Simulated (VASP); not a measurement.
# CO2 (Pa-3) in VASP: relaxation of cell and atoms with r2SCAN

Aim: the relaxation of cell and atoms of CO2 with r2SCAN.

Program: VASP 6.6.1. These are calculated values, not measurements. Logs are shortened: lines on timing, memory, paths and dates and some standing lists are left out, and cuts for length are marked.

## 1. Starting point

The structure is cubic, space group Pa-3 (No. 205). Conventional cell: a = 5.620 Å, b = 5.620 Å, c = 5.620 Å, α = 90.00°, β = 90.00°, γ = 90.00°. Around C (site symmetry -3) lie 2 O at 1.63 Å. O (site symmetry 3) is surrounded by 1 C at 1.63 Å.

## 2. Relaxation of cell and atoms, r2SCAN

File INCAR:

```
SYSTEM = CO2
PREC = Accurate
ENCUT = 600
EDIFF = 1E-7
ISMEAR = 0
SIGMA = 0.02
LREAL = .False.
LASPH = .True.
NELM = 60
ALGO = Normal
ISIF = 3
LWAVE = .False.
LCHARG = .False.
METAGGA = R2SCAN
LMIXTAU = .True.
IBRION = 2
NSW = 80
EDIFFG = -0.004
```

File KPOINTS:

```
regular mesh
0
Gamma
  5 5 5
  0 0 0
```

File POSCAR:

```
CO2
1.0
    5.6200000000      0.0000000000      0.0000000000
    0.0000000000      5.6200000000      0.0000000000
    0.0000000000      0.0000000000      5.6200000000
C O
4 8
Direct
    0.0000000000      0.0000000000      0.0000000000
    0.5000000000      0.0000000000      0.5000000000
    0.5000000000      0.5000000000      0.0000000000
    0.0000000000      0.5000000000      0.5000000000
    0.1670000000      0.1670000000      0.1670000000
    0.3330000000      0.8330000000      0.6670000000
    0.6670000000      0.3330000000      0.8330000000
    0.8330000000      0.6670000000      0.3330000000
    0.8330000000      0.8330000000      0.8330000000
    0.6670000000      0.1670000000      0.3330000000
    0.3330000000      0.6670000000      0.1670000000
    0.1670000000      0.3330000000      0.6670000000
```

Potentials or basis: VASP PAW PBE potentials, release 64 (C, O).

On the command line:

```console
$ cat potpaw_PBE.64/C/POTCAR potpaw_PBE.64/O/POTCAR > POTCAR
$ mpirun -np 1 vasp_std > vasp.out
```

OUTCAR:

```text
SYSTEM = CO2
   PREC = Accurate
   ENCUT = 600
   EDIFF = 1E-7
   ISMEAR = 0
   LREAL = .False.
   LASPH = .True.
   NELM = 60
   ISIF = 3
   METAGGA = R2SCAN
   IBRION = 2
   NSW = 80
   EDIFFG = -0.004

 ion  position               nearest neighbor table
   1  0.000  0.000  0.000-   5 1.63   9 1.63
   2  0.500  0.000  0.500-   6 1.63  10 1.63
   3  0.500  0.500  0.000-   7 1.63  11 1.63
   4  0.000  0.500  0.500-   8 1.63  12 1.63
   5  0.167  0.167  0.167-   1 1.63
   6  0.333  0.833  0.667-   2 1.63
   7  0.667  0.333  0.833-   3 1.63
   8  0.833  0.667  0.333-   4 1.63
   9  0.833  0.833  0.833-   1 1.63
  10  0.667  0.167  0.333-   2 1.63
  11  0.333  0.667  0.167-   3 1.63
  12  0.167  0.333  0.667-   4 1.63

  LATTYP: Found a simple cubic cell.
 ALAT       =     5.6200000000

  Lattice vectors:

 A1 = (   5.6200000000,   0.0000000000,   0.0000000000)
 A2 = (   0.0000000000,   5.6200000000,   0.0000000000)
 A3 = (   0.0000000000,   0.0000000000,   5.6200000000)

Analysis of symmetry for initial positions (statically):
=====================================================================
 Subroutine PRICEL returns:
 Original cell was already a primitive cell.

 Routine SETGRP: Setting up the symmetry group for a
 simple cubic supercell.

 Subroutine GETGRP returns: Found 24 space group operations
 (whereof  6 operations were pure point group operations)
 out of a pool of 48 trial point group operations.

The static configuration has the point symmetry S_6 .
 The point group associated with its full space group is T_h .

Analysis of symmetry for dynamics (positions and initial velocities):
=====================================================================
 Subroutine PRICEL returns:
 Original cell was already a primitive cell.

 Routine SETGRP: Setting up the symmetry group for a
 simple cubic supercell.

 Subroutine GETGRP returns: Found 24 space group operations
 (whereof  6 operations were pure point group operations)
 out of a pool of 48 trial point group operations.

The dynamic configuration has the point symmetry S_6 .
 The point group associated with its full space group is T_h .

 Subroutine INISYM returns: Found 24 space group operations
 (whereof  6 operations are pure point group operations),
 and found     1 'primitive' translations

----------------------------------------------------------------------------------------

                                     Primitive cell

  volume of cell :     177.5043

  direct lattice vectors                    reciprocal lattice vectors
     5.620000000  0.000000000  0.000000000     0.177935943  0.000000000  0.000000000
     0.000000000  5.620000000  0.000000000     0.000000000  0.177935943  0.000000000
     0.000000000  0.000000000  5.620000000     0.000000000  0.000000000  0.177935943

  length of vectors
     5.620000000  5.620000000  5.620000000     0.177935943  0.177935943  0.177935943

  position of ions in fractional coordinates (direct lattice)
     0.000000000  0.000000000  0.000000000
     0.500000000  0.000000000  0.500000000
     0.500000000  0.500000000  0.000000000
     0.000000000  0.500000000  0.500000000
     0.167000000  0.167000000  0.167000000
     0.333000000  0.833000000  0.667000000
     0.667000000  0.333000000  0.833000000
     0.833000000  0.667000000  0.333000000
     0.833000000  0.833000000  0.833000000
     0.667000000  0.167000000  0.333000000
     0.333000000  0.667000000  0.167000000
     0.167000000  0.333000000  0.667000000

  ion indices of the primitive-cell ions
   primitive index   ion index
                 1           1
                 2           2
                 3           3
                 4           4
                 5           5
                 6           6
                 7           7
                 8           8
                 9           9
                10          10
                11          11
                12          12

----------------------------------------------------------------------------------------

 KPOINTS: regular mesh

Automatic generation of k-mesh.
 Grid dimensions read from file:
 generate k-points for:    5    5    5

 Generating k-lattice:

  Cartesian coordinates                     Fractional coordinates (reciprocal lattice)
     0.035587189  0.000000000  0.000000000     0.200000000  0.000000000  0.000000000
     0.000000000  0.035587189  0.000000000     0.000000000  0.200000000  0.000000000
     0.000000000  0.000000000  0.035587189     0.000000000  0.000000000  0.200000000

  Length of vectors
     0.035587189  0.035587189  0.035587189

  Shift w.r.t. Gamma in fractional coordinates (k-lattice)
     0.000000000  0.000000000  0.000000000

 Subroutine IBZKPT returns following result:
 ===========================================

 Found     11 irreducible k-points:

 Following reciprocal coordinates:
            Coordinates               Weight
  0.000000  0.000000  0.000000      1.000000
  0.200000  0.000000  0.000000      6.000000
  0.400000  0.000000  0.000000      6.000000
  0.200000  0.200000  0.000000     12.000000
  0.400000  0.200000  0.000000     12.000000
 -0.200000  0.400000  0.000000     12.000000
  0.400000  0.400000  0.000000     12.000000
  0.200000  0.200000  0.200000      8.000000
  0.400000  0.200000  0.200000     24.000000
  0.400000  0.400000  0.200000     24.000000
  0.400000  0.400000  0.400000      8.000000
   k-points           NKPTS =     11   k-points in BZ     NKDIM =     11   number of bands    NBANDS=     39
   number of dos      NEDOS =    301   number of ions     NIONS =     12
   total plane-waves  NPLWV = 110592
   dimension x,y,z NGX =    48 NGY =   48 NGZ =   48
   dimension x,y,z NGXF=    96 NGYF=   96 NGZF=   96
   ions per type =               4   8
   NGX,Y,Z   is equivalent  to a cutoff of  14.20, 14.20, 14.20 a.u.
   NGXF,Y,Z  is equivalent  to a cutoff of  28.40, 28.40, 28.40 a.u.
 SYSTEM =  CO2
   PREC   = accura    normal or accurate (medium, high low for compatibility)
   ISTART =      0    job   : 0-new  1-cont  2-samecut
   ICHARG =      2    charge: 1-file 2-atom 10-const
   ISPIN  =      1    spin polarized calculation?
   LNONCOLLINEAR =      F non collinear calculations
   LSORBIT =      F    spin-orbit coupling
   LASPH  =      T    aspherical Exc in radial PAW
   ENCUT  =  600.0 eV  44.10 Ry    6.64 a.u.  11.22 11.22 11.22*2*pi/ulx,y,z
   NELM   =     60;   NELMIN=  2; NELMDL= -5     # of ELM steps
   EDIFF  = 0.1E-06   stopping-criterion for ELM
   LREAL  =      F    real-space projection
   EDIFFG = -.4E-02   stopping-criterion for IOM
   NSW    =     80    number of steps for IOM
   IBRION =      2    ionic relax: 0-MD 1-quasi-New 2-CG
   NFREE  =      1    steps in history (QN), initial steepest desc. (CG)
   ISIF   =      3    stress and relaxation
   ISYM   =      2    0-nonsym 1-usesym 2-fastsym
   POTIM  = 0.5000    time-step for ionic-motion
   TEBEG  =    0.0;   TEEND  =   0.0 temperature during run
   PSTRESS=    0.0 pullay stress
   NELECT =      64.0000    total number of electrons
   NUPDOWN=      -1.0000    fix difference up-down
   EMIN   =  10.00;   EMAX   =-10.00  energy-range for DOS
   EFERMI =   0.00;   METHOD = LEGACY
   ISMEAR =     0;   SIGMA  =   0.02  broadening in eV -4-tet -1-fermi 0-gaus
   EFERMI_NEDOS =   21; number of points for ismear=-14 and -15
   IALGO  =     38    algorithm
   IMIX   =      4    mixing-type and parameters
     AMIX     =   0.40;   BMIX     =  1.00
     AMIX_MAG =   1.60;   BMIX_MAG =  1.00
  volume/ion in A,a.u.               =      14.79        99.82
  Fermi-wavevector in a.u.,A,eV,Ry     =   1.165195  2.201899 18.472341  1.357679
  Thomas-Fermi vector in A             =   2.301723
   LORBIT       =      0    0 simple, 1 ext, 2 COOP (PROOUT), +10 PAW based schemes
   METAGGA = R2SCAN    functional components
   LHFCALC =     F    Hartree Fock is set to
   AEXX    =    0.0000 exact exchange contribution
   IVDW    =     0    specifies the selected vdW correction
   LEPSILON=     F    determine dielectric tensor
   LRPA    =     F    only Hartree local field effects (RPA)
 conjugate gradient relaxation of ions
 non-spin polarized calculation
 Gauss-broadening in eV      SIGMA  =   0.02
  energy-cutoff  :      600.00
  volume of cell :      177.50
 maximum number of plane-waves:      5944
 NGX is ok and might be reduce to    48
   NGX = 23   NGY = 23   NGZ = 23

--------------------------------------- Ionic step        1  -------------------------------------------

 number of electron      64.0000037 magnetization

 Free energy of the ion-electron system (eV)
  ---------------------------------------------------
  ext. energy  EPLUGINS =         0.00000000
  ---------------------------------------------------
  free energy    TOTEN  =       -68.78348323 eV

  energy without entropy =      -68.78348323  energy(sigma->0) =      -68.78348323

------------------------ aborting loop because EDIFF is reached ----------------------------------------

  FORCE on cell =-STRESS in cart. coord.  units (eV):
  Direction    XX          YY          ZZ          XY          YZ          ZX
  --------------------------------------------------------------------------------------
  -------------------------------------------------------------------------------------
  Total      -45.3431695    -45.3431695    -45.3431695     -0.0000000      0.0000000      0.0000000
  in kB     -409.2733908   -409.2733908   -409.2733908     -0.0000000      0.0000000      0.0000000
  external PRESSURE =    -409.2733908 kB  Pullay stress =       0.0000000 kB
[... 31 lines left out ...]
  energy  without entropy=      -68.7834832332  energy(sigma->0) =      -68.78348323

--------------------------------------- Ionic step        2  -------------------------------------------

 number of electron      64.0000007 magnetization

 E-fermi :  -0.2549     XC(G=0): -11.1891

 val. band max:       -0.3570751420   @ k =   0.0000   0.0000   0.0000
 cond. band min:      11.5236242045   @ k =   0.0000   0.0000   0.0000
 fundamental gap:     11.8806993465
 Fermi energy:        -0.2548752901

 k-point     1 :       0.0000    0.0000    0.0000
  band No.  band energies     occupation
      1     -25.7188      2.00000
      2     -24.9746      2.00000
      3     -24.9746      2.00000
      4     -24.9746      2.00000
      5     -24.6442      2.00000
      6     -24.6442      2.00000
[... 536 lines left out ...]
  FREE ENERGIE OF THE ION-ELECTRON SYSTEM (eV)
  ---------------------------------------------------
  free  energy   TOTEN  =       -71.8633588046 eV

  energy  without entropy=      -71.8633588046  energy(sigma->0) =      -71.86335880

 E-fermi :  -1.7072     XC(G=0): -10.0685

 val. band max:       -1.8877902926   @ k =   0.0000   0.0000   0.0000
 cond. band min:       6.2731601743   @ k =   0.0000   0.0000   0.0000
 fundamental gap:      8.1609504668
 Fermi energy:        -1.7072153743

 k-point     1 :       0.0000    0.0000    0.0000
  band No.  band energies     occupation
      1     -24.5181      2.00000
      2     -23.9135      2.00000
      3     -23.9135      2.00000
      4     -23.9135      2.00000
      5     -23.0461      2.00000
      6     -23.0461      2.00000
[... 451 lines left out ...]
     38       8.1377      0.00000
     39       8.2384      0.00000

[... ionic steps 4 to 19 ...]

--------------------------------------- Ionic step       20  -------------------------------------------

 number of electron      63.9999994 magnetization

------------------------ aborting loop because EDIFF is reached ----------------------------------------

  FORCE on cell =-STRESS in cart. coord.  units (eV):
  Direction    XX          YY          ZZ          XY          YZ          ZX
  --------------------------------------------------------------------------------------
  -------------------------------------------------------------------------------------
  Total       -0.0801832     -0.0801832     -0.0801832      0.0000000      0.0000000     -0.0000000
  in kB       -0.7800280     -0.7800280     -0.7800280      0.0000000      0.0000000     -0.0000000
  external PRESSURE =      -0.7800280 kB  Pullay stress =       0.0000000 kB
[... 77 lines left out ...]
  energy  without entropy=     -103.1396058347  energy(sigma->0) =     -103.13960583

--------------------------------------- Ionic step       22  -------------------------------------------

 number of electron      63.9999996 magnetization

 Free energy of the ion-electron system (eV)
  ---------------------------------------------------
  ext. energy  EPLUGINS =         0.00000000
  ---------------------------------------------------
  free energy    TOTEN  =      -103.13966739 eV

  energy without entropy =     -103.13966739  energy(sigma->0) =     -103.13966739

 E-fermi :  -3.5543     XC(G=0):  -8.6709

 val. band max:       -3.6970889220   @ k =   0.0000   0.0000   0.0000
 cond. band min:       3.7835938201   @ k =   0.0000   0.0000   0.0000
 fundamental gap:      7.4806827421
 Fermi energy:        -3.5542502172

 k-point     1 :       0.0000    0.0000    0.0000
  band No.  band energies     occupation
      1     -25.5663      2.00000
      2     -25.2988      2.00000
      3     -25.2988      2.00000
      4     -25.2988      2.00000
      5     -24.3119      2.00000
      6     -24.3119      2.00000
[... 490 lines left out ...]
  FREE ENERGIE OF THE ION-ELECTRON SYSTEM (eV)
  ---------------------------------------------------
  free  energy   TOTEN  =      -103.1396673879 eV

  energy  without entropy=     -103.1396673879  energy(sigma->0) =     -103.13966739

 reached required accuracy - stopping structural energy minimisation
```

Run time: 56 min. Hardware: 1 thread of Intel Xeon 6975P-C (Granite Rapids), shared host; peak memory 0.41 GiB.

Results:

```yaml
Free_energy: -103.1397 eV
Relaxed_volume: 13.74 Å³/atom
Relaxed_cell: a = 5.483 Å, b = 5.483 Å, c = 5.483 Å, α = 90.00°, β = 90.00°, γ = 90.00°
Space_group_after_relaxing_to_0.05_Å: Pa-3 (No. 205)
Energy_gained_by_relaxing: 2863.0 meV/atom
Ionic_steps: 22
Pressure_after_relaxing: 0.0 GPa
Largest_force_after_relaxing: 0.004 eV/Å
Band_gap_on_the_k_mesh: 7.48 eV, direct
```

Forces on the atoms (eV/Å):
```
C    0.000  0.000  0.000
C    0.000  0.000  0.000
C    0.000  0.000  0.000
C    0.000  0.000  0.000
O   -0.002 -0.002 -0.002
O    0.002  0.002 -0.002
O   -0.002  0.002  0.002
O    0.002 -0.002  0.002
O    0.002  0.002  0.002
O   -0.002 -0.002  0.002
O    0.002 -0.002 -0.002
O   -0.002  0.002 -0.002
```

The path:
```csv
step,energy change (eV),largest force (eV/Å),pressure (GPa),volume (Å³)
1,0.0000,10.2989,-40.93,177.50
2,13.7456,62.3733,270.84,97.05
3,-3.0799,10.6060,-43.48,162.15
4,-12.4631,11.5374,-44.57,149.93
5,-32.0425,5.3776,-10.57,121.58
6,-29.8699,9.5794,57.71,108.86
7,-32.8855,2.3508,3.72,117.64
8,-32.9492,0.8431,10.69,116.13
9,-33.4144,2.3047,17.19,124.88
10,-33.4140,2.4174,17.44,125.18
11,-33.6066,2.0282,14.67,127.96
12,-34.0227,0.9343,7.61,136.54
13,-34.2930,0.9738,-2.13,154.85
14,-34.2937,0.8469,-1.58,153.53
15,-34.3253,0.5136,-0.79,155.94
16,-34.3498,0.0448,0.55,159.86
17,-34.3508,0.1961,0.91,160.90
18,-34.3543,0.1012,0.49,162.44
19,-34.3561,0.0443,-0.12,164.87
20,-34.3561,0.0335,-0.08,164.70
21,-34.3561,0.0292,-0.06,164.62
22,-34.3562,0.0037,0.00,164.85
```

Final structure:
```xyz
12
Lattice="5.4832 0.0000 0.0000 0.0000 5.4832 0.0000 0.0000 0.0000 5.4832" Properties=species:S:1:pos:R:3 pbc="T T T"
C     0.0000    0.0000    0.0000
C     2.7416    0.0000    2.7416
C     2.7416    2.7416    0.0000
C     0.0000    2.7416    2.7416
O     0.6735    0.6735    0.6735
O     2.0681    4.8097    3.4151
O     3.4151    2.0681    4.8097
O     4.8097    3.4151    2.0681
O     4.8097    4.8097    4.8097
O     3.4151    0.6735    2.0681
O     2.0681    3.4151    0.6735
O     0.6735    2.0681    3.4151
```

Caveat: the PAW data sets were made with another functional, which shifts forces and pressure a little; an odd mesh through Γ misses points on the zone boundary, where band edges often lie. r2SCAN opens gaps a little over a GGA but as a rule still falls short of measured ones.
